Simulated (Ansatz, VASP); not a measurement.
# Cross-check of TiSi2 (TiSi2(101) slab) between VASP and Ansatz

Wanted: the spread between two codes on one cell, functional and k mesh. The cell is taken from a series of runs on this material, whose earlier steps may have relaxed, scaled, displaced or heated it; both programs get it as it stands.

Calculated with Ansatz 0.2.0; plane waves, with VASP 6.6.1 beside it; single point at r2SCAN.

## (1) The structure

The cell holds 72 atoms: 24 Ti and 48 Si. Its edges and angles: a = 8.236 Å, b = 9.768 Å, c = 24.411 Å, α = 90.0°, β = 90.0°, γ = 90.0°. It derives from TiSi2 (Fddd (measured, COD)). As first built, before any earlier steps moved the atoms (in the runner's words): Fddd (measured, COD) TiSi2 (cell 4.773, 8.236, 8.523, 90, 90, 90), (101) slab of 3 repeat layers, 1 x 1 surface cells; atoms within 3.5 A of the bottom held; every coordinate displaced by a Gaussian of 0.03 A. Vacuum lies along c.

## (2) VASP: single point, r2SCAN

A single point gives forces, pressure and levels at one fixed geometry, so differences don't come from the geometry; what else differs is listed under the comparison.

Lines of VASP's logs that name or quote its potential files are left out, and so is its time.

Contents of INCAR:

```
SYSTEM = TiSi2
PREC = Accurate
ENCUT = 440
EDIFF = 1E-06
NELM = 120
ISMEAR = 0
SIGMA = 0.05
LREAL = Auto
ALGO = Normal
METAGGA = R2SCAN
LASPH = .TRUE.
NBANDS = 290
LORBIT = 11
LWAVE = .FALSE.
LCHARG = .FALSE.
ISIF = 2
GGA_COMPAT = .FALSE.
LMIXTAU = .TRUE.
```

Contents of POSCAR:

```
TiSi2
1.0
    8.2360000000      0.0000000000      0.0000000000
    0.0000000000      9.7684730000      0.0000000000
    0.0000000000      0.0000000000     24.4111160000
Ti Si
24 48
Direct
    0.2486520000      0.2478950000      0.2864970000
    0.7490660000      0.1306090000      0.3698790000
    0.2523870000      0.7536700000      0.2863200000
    0.7465360000      0.6345080000      0.3710780000
    0.0041060000      0.8814150000      0.3738820000
    0.4924820000      0.9972200000      0.2875740000
    0.0002930000      0.3835960000      0.3716880000
    0.4963480000      0.5011790000      0.2864110000
    0.2495450000      0.0178570000      0.4583500000
    0.7498940000      0.9045120000      0.5430000000
    0.2518950000      0.5089510000      0.4553050000
    0.7520560000      0.3956110000      0.5414890000
    0.0033330000      0.6462540000      0.5410320000
    0.5088560000      0.7655620000      0.4556030000
    0.9944380000      0.1532690000      0.5414070000
    0.5041610000      0.2624710000      0.4559480000
    0.2495460000      0.7776660000      0.6272860000
    0.7535240000      0.6516380000      0.7116990000
    0.2536400000      0.2743840000      0.6285170000
    0.7469090000      0.1581560000      0.7143620000
    0.0044460000      0.4067580000      0.7118250000
    0.5040160000      0.5285360000      0.6255770000
    0.9982700000      0.9069260000      0.7121290000
    0.4963880000      0.0273120000      0.6274790000
    0.5787400000      0.2550200000      0.2865570000
    0.4169800000      0.1328770000      0.3724660000
    0.5885930000      0.7545930000      0.2868640000
    0.4194650000      0.6360040000      0.3708000000
    0.6614370000      0.8829480000      0.3722370000
    0.8333920000      0.0039410000      0.2872620000
    0.6662510000      0.3871310000      0.3725340000
    0.8368820000      0.5003250000      0.2880610000
    0.0827420000      0.6303100000      0.3740000000
    0.9247130000      0.7505300000      0.2866620000
    0.0851790000      0.1342890000      0.3735110000
    0.9193120000      0.2538090000      0.2869240000
    0.1672850000      0.5014210000      0.2853440000
    0.3305800000      0.3903700000      0.3723360000
    0.1656110000      0.0036510000      0.2863210000
    0.3296960000      0.8857770000      0.3737180000
    0.5838450000      0.0162710000      0.4576890000
    0.4151280000      0.8955040000      0.5423800000
    0.5756710000      0.5132650000      0.4589460000
    0.4179440000      0.3925530000      0.5406390000
    0.6676950000      0.6438240000      0.5430660000
    0.8340270000      0.7661350000      0.4553970000
    0.6685170000      0.1437840000      0.5436370000
    0.8281930000      0.2635450000      0.4589130000
    0.0905100000      0.3995850000      0.5443970000
    0.9222490000      0.5071770000      0.4587570000
    0.0808630000      0.9000030000      0.5436730000
    0.9196230000      0.0179850000      0.4573020000
    0.1657760000      0.2662330000      0.4572500000
    0.3367090000      0.1495210000      0.5435830000
    0.1716820000      0.7619500000      0.4594770000
    0.3230110000      0.6425830000      0.5436040000
    0.5790970000      0.7721300000      0.6275280000
    0.4222510000      0.6554330000      0.7132990000
    0.5880800000      0.2761880000      0.6270540000
    0.4193700000      0.1502650000      0.7152490000
    0.6658160000      0.4065180000      0.7156790000
    0.8331070000      0.5261850000      0.6320920000
    0.6694150000      0.9115220000      0.7121260000
    0.8298960000      0.0260520000      0.6277200000
    0.0799990000      0.1618640000      0.7130100000
    0.9132210000      0.2703980000      0.6283020000
    0.0863600000      0.6502840000      0.7118690000
    0.9147060000      0.7765720000      0.6276060000
    0.1696640000      0.0224580000      0.6290910000
    0.3300420000      0.9124740000      0.7146730000
    0.1635820000      0.5237120000      0.6253830000
    0.3368500000      0.4085050000      0.7136500000
```

Contents of KPOINTS:

```
Automatic mesh
0
Gamma
2 2 1
0 0 0
```

PAW data sets: Ti_sv and Si (PBE family, release 64).

Started as:

```console
$ export OMP_NUM_THREADS=3
$ mpirun -np 1 vasp_std
```

What it wrote:

```text
[banner, memory and clock lines left out]
running    1 mpi-ranks, on    1 nodes
[...]
Offloading initialized ...    1 GPUs detected
[...]
|                                                                             |
|               ----> ADVICE to this user running VASP <----                  |
|                                                                             |
|     You enforced a specific xc type in the INCAR file but a different       |
|     [... a line on the potential file left out ...]
|     I HOPE YOU KNOW WHAT YOU ARE DOING!                                     |
|                                                                             |

 LDA part: xc-table for (None), standard interpolation
 POSCAR, INCAR and KPOINTS ok, starting setup
[...]
entering main loop
       N       E                     dE             d eps       ncg     rms          rms(c)
DAV:   1     0.475043531904E+04    0.47504E+04   -0.21101E+05  2704   0.143E+03
DAV:   2    -0.174920673043E+03   -0.49254E+04   -0.47687E+04  2586   0.454E+02
DAV:   3    -0.769367824186E+03   -0.59445E+03   -0.58095E+03  3406   0.152E+02
DAV:   4    -0.876296328548E+03   -0.10693E+03   -0.10596E+03  3816   0.478E+01
[...]
DAV:  38    -0.747303388693E+03   -0.47304E-05   -0.11784E-06  1552   0.320E-03    0.752E-04
DAV:  39    -0.747303389968E+03   -0.12751E-05   -0.46622E-07  1536   0.225E-03    0.482E-04
DAV:  40    -0.747303390238E+03   -0.26994E-06   -0.16797E-07  1384   0.132E-03
   1 F= -.74730339E+03 E0= -.74727460E+03  d E =-.575882E-01
```

OUTCAR, selected parts (step 2):

```text
 POSITION                                       TOTAL-FORCE (eV/Angst)
 -----------------------------------------------------------------------------------
      2.04790      2.42156      6.99371         0.343066      0.621104      0.316002
      6.16931      1.27585      9.02916        -0.213699      1.004300      0.426545
      2.07866      7.36221      6.98939         0.174187      0.062267      0.418391
      6.14847      6.19817      9.05843         0.253783      0.257353     -0.196061
      0.03382      8.61008      9.12688        -0.176246      0.541212     -0.842551
      4.05608      9.74132      7.02000         0.131802      0.773136     -0.070160
      0.00241      3.74715      9.07332         0.183259      0.162721     -0.237353
      4.08792      4.89575      6.99161         0.076736      0.442404      0.057942
      2.05525      0.17444     11.18884        -0.008337     -0.284510      0.097183
      6.17613      8.83570     13.25524        -0.048794     -1.727335     -0.547370
      2.07461      4.97167     11.11450        -0.320487      1.040114      1.190707
      6.19393      3.86452     13.21835        -0.192259      0.043389      0.661117
      0.02745      6.31291     13.20719        -0.546635      0.116652      0.436289
      4.19094      7.47837     11.12178        -0.643771     -0.120861      0.732095
[...]
-----------------------------------------------------------------------------------
    total drift:                                0.002863     -0.009563     -0.001504

  FREE ENERGIE OF THE ION-ELECTRON SYSTEM (eV)
  ---------------------------------------------------
  free  energy   TOTEN  =      -747.3033902377 eV

  energy  without entropy=     -747.2458020698  energy(sigma->0) =     -747.27459615

[... 1 further part left out ...]
```

## (3) Ansatz: single point, r2SCAN

Ansatz runs on its default PAW (the set named soft_2) files.

The same cell, functional, mesh and smearing now go to Ansatz, which takes its cutoff from its data sets.

Contents of input.yaml:

```yaml
crystal:
  lattice:
    - [8.236, 0.0, 0.0]
    - [0.0, 9.768472654412253, 0.0]
    - [0.0, 0.0, 24.411115544666387]
  atoms:
    - { symbol: Ti, position: [0.2486516802421934, 0.2478945921028538, 0.28649713801141846] }
    - { symbol: Ti, position: [0.7490661101200116, 0.13060869996594873, 0.3698794493738985] }
    - { symbol: Ti, position: [0.2523874791391641, 0.7536696041475427, 0.28631979326248735] }
    - { symbol: Ti, position: [0.7465357876493791, 0.6345084600032727, 0.3710782505564875] }
    - { symbol: Ti, position: [0.004105863158270981, 0.8814148309917499, 0.37388244058620085] }
    - { symbol: Ti, position: [0.4924816521785675, 0.9972198932332915, 0.28757420813586043] }
    - { symbol: Ti, position: [0.00029260887306259805, 0.38359635676978365, 0.37168795905876156] }
    - { symbol: Ti, position: [0.49634754307925016, 0.5011794643217982, 0.28641118024374224] }
    - { symbol: Si, position: [0.5787400492892844, 0.2550197013209162, 0.28655675592796104] }
    - { symbol: Si, position: [0.41697951984249904, 0.13287684092791907, 0.372465886925719] }
    - { symbol: Si, position: [0.588592874009302, 0.7545934748672232, 0.28686435161010143] }
    - { symbol: Si, position: [0.41946455287135304, 0.6360037560561002, 0.3708001469121216] }
    - { symbol: Si, position: [0.6614365369954401, 0.8829482439285542, 0.37223662534568536] }
    - { symbol: Si, position: [0.8333921710715422, 0.003941255354660392, 0.2872622010034124] }
    - { symbol: Si, position: [0.6662514064653249, 0.38713054406070335, 0.3725342025707601] }
    - { symbol: Si, position: [0.8368823064760194, 0.5003252970692178, 0.2880609058562412] }
    - { symbol: Si, position: [0.08274221177635091, 0.6303101749495619, 0.37400036618429555] }
    - { symbol: Si, position: [0.9247133850863664, 0.750529551753043, 0.28666218703714624] }
    - { symbol: Si, position: [0.08517944059320919, 0.13428867520968563, 0.37351118378211434] }
    - { symbol: Si, position: [0.9193116082010617, 0.2538088445379443, 0.28692399805701785] }
    - { symbol: Si, position: [0.16728468660762114, 0.5014210611842889, 0.28534389789447046] }
    - { symbol: Si, position: [0.330579611710341, 0.3903701515201033, 0.37233613352068196] }
    - { symbol: Si, position: [0.16561138058540997, 0.0036512017227898932, 0.28632088452346294] }
    - { symbol: Si, position: [0.32969612917036534, 0.885777053766928, 0.373717937796831] }
    - { symbol: Ti, position: [0.24954508739464243, 0.01785698457415796, 0.45835020818669675] }
    - { symbol: Ti, position: [0.7498937172696936, 0.9045123511487368, 0.5430003169453715] }
    - { symbol: Ti, position: [0.25189537189015815, 0.5089510562254019, 0.45530473238676417] }
    - { symbol: Ti, position: [0.7520561787194526, 0.395610507732215, 0.5414893022196272] }
    - { symbol: Ti, position: [0.0033328020647275564, 0.6462540253040108, 0.5410324327078252] }
    - { symbol: Ti, position: [0.5088559474986519, 0.7655624027195894, 0.4556033126071492] }
    - { symbol: Ti, position: [0.99443822704207, 0.1532694436239117, 0.541406712292452] }
    - { symbol: Ti, position: [0.5041613109054672, 0.26247053459452524, 0.4559477637799806] }
    - { symbol: Si, position: [0.5838450806872973, 0.016270690574829376, 0.4576891814093033] }
    - { symbol: Si, position: [0.4151281143215982, 0.8955035150954159, 0.5423795122697406] }
    - { symbol: Si, position: [0.5756714177718969, 0.5132651692677462, 0.45894584696209484] }
    - { symbol: Si, position: [0.4179440985923911, 0.39255282444357376, 0.5406386031059758] }
    - { symbol: Si, position: [0.6676949768464485, 0.6438238959775365, 0.5430660577867448] }
    - { symbol: Si, position: [0.8340267393649574, 0.7661345330212845, 0.45539732010970607] }
    - { symbol: Si, position: [0.6685172975077028, 0.1437839333930132, 0.5436371722017465] }
    - { symbol: Si, position: [0.8281927453121758, 0.2635453427337157, 0.45891292905358255] }
    - { symbol: Si, position: [0.09050975411380989, 0.39958520552384846, 0.5443970394732327] }
    - { symbol: Si, position: [0.9222486368192075, 0.5071765109394266, 0.4587565509264085] }
    - { symbol: Si, position: [0.08086265972994745, 0.9000033321580689, 0.5436732865510868] }
    - { symbol: Si, position: [0.9196231016410985, 0.017985157519315096, 0.45730165985627186] }
    - { symbol: Si, position: [0.165776481817788, 0.26623315128205116, 0.4572496489756485] }
    - { symbol: Si, position: [0.3367085335737482, 0.14952101339730167, 0.543582910920504] }
    - { symbol: Si, position: [0.17168199209470686, 0.761949932011007, 0.45947720337096537] }
    - { symbol: Si, position: [0.3230114342981277, 0.6425826196758712, 0.5436038532633942] }
    - { symbol: Ti, position: [0.24954609333393932, 0.7776663150461008, 0.6272859862214675] }
    - { symbol: Ti, position: [0.7535240198152929, 0.6516377795605438, 0.7116990746362388] }
    - { symbol: Ti, position: [0.25364021480241944, 0.27438440507494577, 0.6285171187904869] }
    - { symbol: Ti, position: [0.7469094475388279, 0.1581556019487631, 0.7143619646933659] }
    - { symbol: Ti, position: [0.004445773749124972, 0.40675818673971476, 0.7118246115469905] }
    - { symbol: Ti, position: [0.5040164583998583, 0.5285357077971062, 0.6255765985501961] }
    - { symbol: Ti, position: [0.9982703705800011, 0.9069257452878392, 0.7121293591961577] }
    - { symbol: Ti, position: [0.4963875280369616, 0.027312181605407417, 0.6274793595879721] }
    - { symbol: Si, position: [0.5790973639399469, 0.7721302061769838, 0.6275281843272579] }
    - { symbol: Si, position: [0.4222513726046711, 0.6554325499132955, 0.7132990334791514] }
    - { symbol: Si, position: [0.5880795142990753, 0.27618837692220677, 0.627054009939074] }
    - { symbol: Si, position: [0.41936985730353415, 0.15026509923729078, 0.7152490370586141] }
    - { symbol: Si, position: [0.6658157053808069, 0.4065181452025074, 0.7156786272593971] }
    - { symbol: Si, position: [0.8331071637946136, 0.526184967072729, 0.6320921129433732] }
    - { symbol: Si, position: [0.6694147610614759, 0.9115221837752756, 0.7121262155807049] }
    - { symbol: Si, position: [0.8298957854607205, 0.026052127965431042, 0.6277197110458425] }
    - { symbol: Si, position: [0.07999911894198695, 0.1618642355037945, 0.7130097943338367] }
    - { symbol: Si, position: [0.9132212300819359, 0.27039784606300177, 0.6283019755592087] }
    - { symbol: Si, position: [0.08636043188524871, 0.6502843008565136, 0.7118690979193295] }
    - { symbol: Si, position: [0.9147056283194147, 0.776572358441075, 0.6276057704662354] }
    - { symbol: Si, position: [0.16966388493700407, 0.02245847127289517, 0.6290914466510714] }
    - { symbol: Si, position: [0.33004180845009906, 0.9124738034624059, 0.714673356473354] }
    - { symbol: Si, position: [0.16358226312600593, 0.5237122029730353, 0.6253831002539684] }
    - { symbol: Si, position: [0.33684991475384024, 0.40850485203584713, 0.7136500223119188] }
kpoints:
  mp_grid:
    grid: [2, 2, 1]
hamiltonian:
  xc: r2scan
scf:
  occupations:
    method: gaussian
    width: 0.05
output:
  forces: true
  eigenvalues: true
```

Started as:

```console
$ python compare_xc.py
```

## (4) Differences

Known differences besides the potentials themselves: VASP keeps PBE cores, Ansatz makes them for the functional; Ansatz takes its cutoff from its data sets, VASP runs at 440 eV; in our runs with r2SCAN, forces from VASP's data set Ti_sv part from Ansatz's all-electron ones, so neither program is the reference here. Total energies have different zeros and are not compared.

Forces on 9 of the 72 atoms, those with the largest forces and the largest differences (eV/Å; atoms numbered as in POSCAR):

```csv
atom,"Ansatz x, y, z","VASP x, y, z"
Ti10,"-0.051, -1.714, -0.543","-0.049, -1.727, -0.547"
Ti11,"-0.324, 1.032, 1.185","-0.320, 1.040, 1.191"
Ti15,"0.782, -0.869, 0.341","0.789, -0.869, 0.345"
Ti18,"-0.166, 1.034, 0.645","-0.177, 1.046, 0.684"
Ti20,"0.459, -0.114, -0.403","0.453, -0.108, -0.369"
Ti22,"-0.260, -0.999, 0.805","-0.265, -1.007, 0.801"
Ti23,"0.076, -0.165, 0.038","0.087, -0.165, 0.071"
Si38,"0.413, -0.748, -0.956","0.419, -0.749, -0.959"
Si62,"0.440, -0.539, -1.223","0.449, -0.545, -1.239"
```

The forces differ by 9.5 meV/Å r.m.s., which is 2.2 % of the r.m.s. force of 0.431 eV/Å (both taken over all components). With vacuum in the cell, a pressure given here is an average over mostly empty space and none of the material.

## (5) What came out

```
r.m.s. force difference (single point, r2SCAN) : 2.2 % of the r.m.s. force
```

The r.m.s. force difference is 2.2 % of the r.m.s. force (single point, r2SCAN), within the 3 % picked in this series as the mark of a large difference. Such differences can come from data sets, numerical settings and the points named under the comparisons, not from the functional's error against experiment.

[Lines on the potential files, build, host, timing and source positions are cut from VASP's logs without a mark.]

[Logs are printed without paths, hosts, clocks, repeated set-up lines and the standing remarks that a program may print on its own settings, such as how far it seeks lower states.]

[Hosts, paths, dates, database ids (printed as entryN), source tags and the programs' standing remarks are cut or masked in the printed files.]
